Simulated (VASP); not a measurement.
# LiF in VASP: one cell, several levels of theory

LiF built on the rocksalt prototype, under +0.9 % strain along x alone is computed at one geometry. Runs: PBE, r2SCAN.

Code: VASP 6.6.1. PAW datasets, plane waves. (Simulation; spin polarisation is off.)

**1. The cell**

The cell comes from an earlier relaxation with r2SCAN in another program, then strained, with the atoms relaxed again.

It is tetragonal, I4/mmm (No. 139); conventional cell a = 2.821 Å, c = 4.024 Å, 8.01 Å³ an atom. Around Li lie 6 F at 1.99–2.01 Å; around F lie 6 Li at 1.99–2.01 Å.

Structure file:

Space group I4/mmm (No. 139). a = 2.821 Å, b = 2.821 Å, c = 4.024 Å, α = 90.00°, β = 90.00°, γ = 90.00°
```csv
atom,site,symmetry,x,y,z
Li,2a,4/mmm,0.0000,0.0000,0.0000
F,2b,4/mmm,0.5000,0.5000,0.0000
```

**2. PBE at this geometry**

File INCAR:

```
ENCUT = 520.000000
SIGMA = 0.020000
EDIFF = 1.00e-07
GGA = PE
PREC = Accurate
IBRION = -1
ISIF = 2
ISMEAR = -1
NBANDS = 12
NELM = 120
NSW = 0
LASPH = .TRUE.
LCHARG = .FALSE.
LWAVE = .FALSE.
LREAL = .FALSE.
```

File KPOINTS:

```
KPOINTS created by Atomic Simulation Environment
0
Gamma
10 10 10
0 0 0
```

File KPOINTS_OPT:

```
special points
6
Reciprocal
0.0000000000 0.0000000000 0.0000000000 1
0.5000000000 0.0000000000 0.5000000000 1
0.6250000000 0.2500000000 0.6250000000 1
0.3750000000 0.3750000000 0.7500000000 1
0.5000000000 0.5000000000 0.5000000000 1
0.5000000000 0.2500000000 0.7500000000 1
```

File POSCAR:

```
Li F
 1.0000000000000000
     0.0000000000000000    1.9948717434000001    1.9948717434000001
     2.0120276403999999    0.0000000000000000    1.9948717434000001
     2.0120276403999999    1.9948717434000001    0.0000000000000000
 Li  F
   1   1
Cartesian
  0.0000000000000000  0.0000000000000000  0.0000000000000000
  2.0120276403999995  1.9948717434000001  1.9948717434000001
```

Potentials: the recommended PBE PAW datasets, 10 valence electrons in the neutral cell.

Launch:

```console
$ mpirun -np 1 vasp_std
```

Standard output, without the iteration lines:

```text
POSCAR found type information on POSCAR LiF
 POSCAR found :  2 types and       2 ions
 LDA part: xc-table for (Slater+PW92), standard interpolation
 POSCAR, INCAR and KPOINTS ok, starting setup
 FFT: planning ... GRIDC
 FFT: planning ... GRID_SOFT
 FFT: planning ... GRID
 WAVECAR not read
 entering main loop
 Start KPOINTS_OPT (optional k-point list driver)
k-point batch [1-6\6]
```

OSZICAR:

```text
N       E                     dE             d eps       ncg     rms          rms(c)
DAV:   1     0.306055162096E+02    0.30606E+02   -0.54603E+03  2568   0.841E+02
DAV:   2    -0.909301439994E+01   -0.39699E+02   -0.38906E+02  2944   0.185E+02
DAV:   3    -0.101332816535E+02   -0.10403E+01   -0.10373E+01  3240   0.260E+01
DAV:   4    -0.101418837439E+02   -0.86021E-02   -0.86017E-02  2820   0.256E+00
DAV:   5    -0.101419715931E+02   -0.87849E-04   -0.87849E-04  3176   0.193E-01    0.454E+00
DAV:   6    -0.962020706164E+01    0.52176E+00   -0.24662E+00  2752   0.980E+00    0.137E+00
DAV:   7    -0.962455488035E+01   -0.43478E-02   -0.19030E-02  3272   0.121E+00    0.856E-01
DAV:   8    -0.963126134320E+01   -0.67065E-02   -0.14720E-02  2952   0.126E+00    0.110E-01
DAV:   9    -0.963128166207E+01   -0.20319E-04   -0.93455E-04  2844   0.276E-01    0.426E-02
DAV:  10    -0.963135953451E+01   -0.77872E-04   -0.12904E-04  2788   0.895E-02    0.159E-02
DAV:  11    -0.963136124752E+01   -0.17130E-05   -0.66503E-06  3112   0.239E-02    0.236E-03
DAV:  12    -0.963136196480E+01   -0.71728E-06   -0.47006E-07  2848   0.586E-03    0.928E-04
DAV:  13    -0.963136198052E+01   -0.15720E-07   -0.59887E-08  2036   0.225E-03
   1 F= -.96313620E+01 E0= -.96313620E+01  d E =-.206705E-15
       N       E                     dE             ncg
DAV:   1     0.700230682576E+03   -0.30593E+04      144
DAV:   2     0.443155242731E+03   -0.25708E+03      180
DAV:   3     0.436170862875E+03   -0.69844E+01      196
DAV:   4     0.436134627819E+03   -0.36235E-01      168
DAV:   5     0.436134326838E+03   -0.30098E-03      188
DAV:   6     0.436134321354E+03   -0.54841E-05      176
DAV:   7     0.436134321219E+03   -0.13464E-06      184
DAV:   8     0.436134321215E+03   -0.41917E-08      140
```

The lines after F= are the extra pass for the points of KPOINTS_OPT, at fixed density; their E is not a total energy.

From OUTCAR:

```text
k-points           NKPTS =    102   k-points in BZ     NKDIM =    102   number of bands    NBANDS=     12

   NELECT =      10.0000    total number of electrons

   dimension x,y,z NGX =    24 NGY =   24 NGZ =   24
   dimension x,y,z NGXF=    48 NGYF=   48 NGZF=   48

  energy-cutoff  :      520.00
  volume of cell :       16.01
      direct lattice vectors                 reciprocal lattice vectors
     0.000000000  1.994871743  1.994871743    -0.248505532  0.250642680  0.250642680
     2.012027640  0.000000000  1.994871743     0.248505532 -0.250642680  0.250642680
     2.012027640  1.994871743  0.000000000     0.248505532  0.250642680 -0.250642680

 k-points in reciprocal lattice and weights: KPOINTS created by Atomic Simulation Env
   0.00000000  0.00000000  0.00000000       0.001
   0.10000000  0.00000000  0.00000000       0.008
   0.20000000  0.00000000  0.00000000       0.008
   0.30000000  0.00000000  0.00000000       0.008
   0.40000000  0.00000000  0.00000000       0.008
   0.50000000 -0.00000000 -0.00000000       0.004
   0.10000000  0.10000000  0.00000000       0.004
   0.20000000  0.10000000  0.00000000       0.016
[... 94 more k-points ...]

 E-fermi :  -0.2445

 k-point     1 :       0.0000    0.0000    0.0000
  band No.  band energies     occupation
      1     -41.7714      2.00000
      2     -20.9251      2.00000
      3      -0.9027      2.00000
      4      -0.9027      2.00000
      5      -0.8826      2.00000
      6       8.3783      0.00000
      7      23.2044      0.00000
      8      23.4077      0.00000
      9      23.4077      0.00000
     10      23.5785      0.00000
     11      23.6529      0.00000
     12      23.6529      0.00000

 k-point     2 :       0.1000    0.0000    0.0000
  band No.  band energies     occupation
      1     -41.7654      2.00000
      2     -20.8855      2.00000
      3      -1.1899      2.00000
      4      -0.9248      2.00000
      5      -0.9142      2.00000
      6       8.6664      0.00000
      7      20.5786      0.00000
      8      21.9733      0.00000
      9      22.1132      0.00000
     10      24.6672      0.00000
     11      24.7253      0.00000
     12      24.7919      0.00000

 k-point     3 :       0.2000    0.0000    0.0000
  band No.  band energies     occupation
      1     -41.7495      2.00000
      2     -20.7779      2.00000
      3      -1.8945      2.00000
      4      -0.9814      2.00000
      5      -0.9791      2.00000
      6       9.3094      0.00000
      7      18.0976      0.00000
      8      20.4477      0.00000
      9      20.6041      0.00000
     10      25.7643      0.00000
     11      26.0573      0.00000
     12      26.0805      0.00000

 k-point     4 :       0.3000    0.0000    0.0000
  band No.  band energies     occupation
      1     -41.7298      2.00000
      2     -20.6392      2.00000
      3      -2.6761      2.00000
      4      -1.0565      2.00000
      5      -1.0489      2.00000
      6       9.8353      0.00000
      7      16.6368      0.00000
      8      19.1800      0.00000
      9      19.3387      0.00000
     10      27.1487      0.00000
     11      27.7707      0.00000
     12      27.8047      0.00000

 k-point     5 :       0.4000    0.0000    0.0000
  band No.  band energies     occupation
      1     -41.7138      2.00000
      2     -20.5220      2.00000
      3      -3.2592      2.00000
      4      -1.1170      2.00000
      5      -1.1017      2.00000
      6       9.9924      0.00000
      7      16.1407      0.00000
      8      18.3638      0.00000
      9      18.5204      0.00000
     10      28.7612      0.00000
     11      29.5429      0.00000
     12      29.6217      0.00000

 k-point     6 :       0.5000   -0.0000   -0.0000
  band No.  band energies     occupation
      1     -41.7078      2.00000
      2     -20.4763      2.00000
      3      -3.4733      2.00000
      4      -1.1396      2.00000
      5      -1.1213      2.00000
      6       9.9834      0.00000
      7      16.0832      0.00000
      8      18.0837      0.00000
      9      18.2391      0.00000
     10      29.8224      0.00000
     11      30.4304      0.00000
     12      30.5537      0.00000

[... the tables of k-points 7 to 102 left out ...]

  Total        0.2768420      0.3523508      0.3523508     -0.0000000      0.0000000      0.0000000
  in kB       27.6980200     35.2526606     35.2526606     -0.0000000      0.0000000      0.0000000
  external PRESSURE =      32.7344471 kB  Pullay stress =       0.0000000 kB

 POSITION                                       TOTAL-FORCE (eV/Angst)
 -----------------------------------------------------------------------------------
      0.00000      0.00000      0.00000         0.000000     -0.000000     -0.000000
      2.01203      1.99487      1.99487         0.000000      0.000000      0.000000
 -----------------------------------------------------------------------------------
    total drift:                               -0.000000     -0.000000      0.000000

  FREE ENERGIE OF THE ION-ELECTRON SYSTEM (eV)
  ---------------------------------------------------
  free  energy   TOTEN  =        -9.6313619805 eV

  energy  without entropy=       -9.6313619805  energy(sigma->0) =       -9.63136198
```

Run time: 12 s. Hardware: 1 MPI rank of Intel Xeon Platinum 8488C, shared host; peak memory 0.15 GiB.

The levels at the points of KPOINTS_OPT are read from vasprun.xml.

Band energies at the special points (eV, zero at the top of v, the last band that the electrons fill by count):

```
point    v−1      v      c    c+1
    Γ  -0.02   0.00   9.26  24.09
    X  -1.08  -1.02  15.04  16.52
    U  -1.62  -0.78  14.59  15.12
    K  -1.62  -0.78  14.59  15.12
    L  -0.26  -0.24  10.87  16.97
    W  -2.17  -0.82  15.25  15.25
```

PBE gives a direct gap of 9.26 eV at Γ. The pressure is 3.27 GPa; the forces vanish within 0.01 eV/Å.

**3. Single point with r2SCAN**

File INCAR:

```
ENCUT = 520.000000
SIGMA = 0.010000
EDIFF = 1.00e-07
ALGO = Normal
METAGGA = R2SCAN
PREC = Accurate
IBRION = -1
ISIF = 2
ISMEAR = 0
NBANDS = 12
NELM = 120
NSW = 0
LASPH = .TRUE.
LCHARG = .FALSE.
LWAVE = .FALSE.
LREAL = .FALSE.
```

KPOINTS is that of step 2.

KPOINTS_OPT is that of step 2.

POSCAR is that of step 2.

Launch:

```console
$ mpirun -np 1 vasp_std
```

Printed to the terminal (iteration lines stand in OSZICAR):

```text
POSCAR found type information on POSCAR LiF
 POSCAR found :  2 types and       2 ions
 -----------------------------------------------------------------------------
|                                                                             |
|                                                                             |
|     You enforced a specific xc type in the INCAR file but a different       |
|     I HOPE YOU KNOW WHAT YOU ARE DOING!                                     |
|                                                                             |
 -----------------------------------------------------------------------------

 LDA part: xc-table for (None), standard interpolation
 POSCAR, INCAR and KPOINTS ok, starting setup
 FFT: planning ... GRIDC
 FFT: planning ... GRID_SOFT
 FFT: planning ... GRID
 WAVECAR not read
 entering main loop
 Start KPOINTS_OPT (optional k-point list driver)
k-point batch [1-6\6]
```

OSZICAR:

```text
N       E                     dE             d eps       ncg     rms          rms(c)
DAV:   1     0.279397657187E+02    0.27940E+02   -0.55741E+03  2552   0.860E+02
DAV:   2    -0.138501985924E+02   -0.41790E+02   -0.40926E+02  2932   0.193E+02
DAV:   3    -0.149647782332E+02   -0.11146E+01   -0.11113E+01  3324   0.275E+01
DAV:   4    -0.149738834514E+02   -0.91052E-02   -0.91046E-02  2892   0.268E+00
DAV:   5    -0.149739797025E+02   -0.96251E-04   -0.96251E-04  3308   0.205E-01    0.389E+00
DAV:   6    -0.119032580561E+02    0.30707E+01   -0.68508E-01  2504   0.612E+00    0.151E+00
DAV:   7    -0.119031026911E+02    0.15537E-03   -0.47576E-01  2916   0.487E+00    0.120E+00
DAV:   8    -0.120403287656E+02   -0.13723E+00   -0.10545E+00  2628   0.701E+00    0.263E+00
DAV:   9    -0.119032558366E+02    0.13707E+00   -0.69833E-01  2552   0.541E+00    0.959E-02
DAV:  10    -0.119025593298E+02    0.69651E-03   -0.60847E-03  2808   0.807E-01    0.121E-01
DAV:  11    -0.119025034106E+02    0.55919E-04   -0.16668E-04  2812   0.118E-01    0.672E-02
DAV:  12    -0.119024298724E+02    0.73538E-04   -0.52789E-04  2784   0.154E-01    0.570E-03
DAV:  13    -0.119024298391E+02    0.33326E-07   -0.53938E-06  2972   0.215E-02    0.204E-03
DAV:  14    -0.119024298448E+02   -0.57016E-08   -0.15844E-07  3136   0.359E-03
   1 F= -.11902430E+02 E0= -.11902430E+02  d E =-.307336E-27
       N       E                     dE             ncg
DAV:   1     0.651533946660E+03   -0.31080E+04      144
DAV:   2     0.378505789824E+03   -0.27303E+03      176
DAV:   3     0.371267695866E+03   -0.72381E+01      192
DAV:   4     0.371213734657E+03   -0.53961E-01      184
DAV:   5     0.371213066689E+03   -0.66797E-03      192
DAV:   6     0.371213064241E+03   -0.24487E-05      200
DAV:   7     0.371213064228E+03   -0.12695E-07      196
```

Parts of OUTCAR:

```text
k-points           NKPTS =    102   k-points in BZ     NKDIM =    102   number of bands    NBANDS=     12

   NELECT =      10.0000    total number of electrons

   dimension x,y,z NGX =    24 NGY =   24 NGZ =   24
   dimension x,y,z NGXF=    48 NGYF=   48 NGZF=   48

  energy-cutoff  :      520.00
  volume of cell :       16.01
      direct lattice vectors                 reciprocal lattice vectors
     0.000000000  1.994871743  1.994871743    -0.248505532  0.250642680  0.250642680
     2.012027640  0.000000000  1.994871743     0.248505532 -0.250642680  0.250642680
     2.012027640  1.994871743  0.000000000     0.248505532  0.250642680 -0.250642680

 k-points in reciprocal lattice and weights: KPOINTS created by Atomic Simulation Env
   0.00000000  0.00000000  0.00000000       0.001
   0.10000000  0.00000000  0.00000000       0.008
   0.20000000  0.00000000  0.00000000       0.008
   0.30000000  0.00000000  0.00000000       0.008
   0.40000000  0.00000000  0.00000000       0.008
   0.50000000 -0.00000000 -0.00000000       0.004
   0.10000000  0.10000000  0.00000000       0.004
   0.20000000  0.10000000  0.00000000       0.016
[... 94 more k-points ...]

 E-fermi :  -1.4323

 k-point     1 :       0.0000    0.0000    0.0000
  band No.  band energies     occupation
      1     -43.5463      2.00000
      2     -22.6679      2.00000
      3      -1.5240      2.00000
      4      -1.5240      2.00000
      5      -1.5039      2.00000
      6       8.9541      0.00000
      7      24.1205      0.00000
      8      24.1918      0.00000
      9      24.1918      0.00000
     10      24.7029      0.00000
     11      24.9301      0.00000
     12      24.9309      0.00000

 k-point     2 :       0.1000    0.0000    0.0000
  band No.  band energies     occupation
      1     -43.5404      2.00000
      2     -22.6301      2.00000
      3      -1.8030      2.00000
      4      -1.5474      2.00000
      5      -1.5369      2.00000
      6       9.2321      0.00000
      7      21.3256      0.00000
      8      23.0432      0.00000
      9      23.1818      0.00000
     10      25.5350      0.00000
     11      25.6045      0.00000
     12      25.9852      0.00000

 k-point     3 :       0.2000    0.0000    0.0000
  band No.  band energies     occupation
      1     -43.5249      2.00000
      2     -22.5274      2.00000
      3      -2.4950      2.00000
      4      -1.6077      2.00000
      5      -1.6054      2.00000
      6       9.8540      0.00000
      7      18.7792      0.00000
      8      21.4823      0.00000
      9      21.6490      0.00000
     10      26.7926      0.00000
     11      26.8416      0.00000
     12      27.0089      0.00000

 k-point     4 :       0.3000    0.0000    0.0000
  band No.  band energies     occupation
      1     -43.5057      2.00000
      2     -22.3953      2.00000
      3      -3.2706      2.00000
      4      -1.6873      2.00000
      5      -1.6796      2.00000
      6      10.3432      0.00000
      7      17.3376      0.00000
      8      20.1573      0.00000
      9      20.3272      0.00000
     10      28.3922      0.00000
     11      28.5537      0.00000
     12      28.5661      0.00000

 k-point     5 :       0.4000    0.0000    0.0000
  band No.  band energies     occupation
      1     -43.4901      2.00000
      2     -22.2841      2.00000
      3      -3.8524      2.00000
      4      -1.7514      2.00000
      5      -1.7359      2.00000
      6      10.4567      0.00000
      7      16.9010      0.00000
      8      19.3020      0.00000
      9      19.4705      0.00000
     10      30.0453      0.00000
     11      30.3721      0.00000
     12      30.4381      0.00000

 k-point     6 :       0.5000   -0.0000   -0.0000
  band No.  band energies     occupation
      1     -43.4842      2.00000
      2     -22.2409      2.00000
      3      -4.0664      2.00000
      4      -1.7754      2.00000
      5      -1.7570      2.00000
      6      10.4292      0.00000
      7      16.8736      0.00000
      8      19.0082      0.00000
      9      19.1742      0.00000
     10      31.1078      0.00000
     11      31.3184      0.00000
     12      31.4141      0.00000

[... the tables of k-points 7 to 102 left out ...]

  Total       -0.2058534     -0.1177632     -0.1177632      0.0000000      0.0000000      0.0000000
  in kB      -20.5956105    -11.7821958    -11.7821958      0.0000000      0.0000000      0.0000000
  external PRESSURE =     -14.7200007 kB  Pullay stress =       0.0000000 kB

 POSITION                                       TOTAL-FORCE (eV/Angst)
 -----------------------------------------------------------------------------------
      0.00000      0.00000      0.00000         0.000000      0.000000      0.000000
      2.01203      1.99487      1.99487         0.000000     -0.000000      0.000000
 -----------------------------------------------------------------------------------
    total drift:                               -0.000000     -0.000000      0.000000

  FREE ENERGIE OF THE ION-ELECTRON SYSTEM (eV)
  ---------------------------------------------------
  free  energy   TOTEN  =       -11.9024298448 eV

  energy  without entropy=      -11.9024298448  energy(sigma->0) =      -11.90242984
```

Wall time 51 s (1 MPI rank of Intel Xeon Platinum 8488C, shared host); peak memory 0.14 GiB.

The levels at the points of KPOINTS_OPT are read from vasprun.xml.

Near the gap, in eV above the top of the last filled band v; c is the band after it:

| point | v−1 | v | c | c+1 |
| --- | --- | --- | --- | --- |
| Γ | -0.02 | 0.00 | 10.46 | 25.62 |
| X | -1.09 | -1.03 | 16.30 | 17.49 |
| U | -1.61 | -0.79 | 15.74 | 16.36 |
| K | -1.61 | -0.79 | 15.74 | 16.36 |
| L | -0.27 | -0.25 | 11.93 | 18.38 |
| W | -2.17 | -0.82 | 16.45 | 16.45 |

r2SCAN gives a direct gap of 10.46 eV at Γ. Pressure: -1.47 GPa; the forces vanish within 0.01 eV/Å.

**4. Results**

| level | gap (eV) | pressure (GPa) |
| --- | --- | --- |
| PBE | 9.26 | 3.27 |
| r2SCAN | 10.46 | -1.47 |

**Reading.** The gap spans 9.26 eV (PBE) to 10.46 eV (r2SCAN). At this one volume the pressure spans -1.5 GPa (r2SCAN) to 3.3 GPa (PBE): PBE wants the largest cell and r2SCAN the smallest.
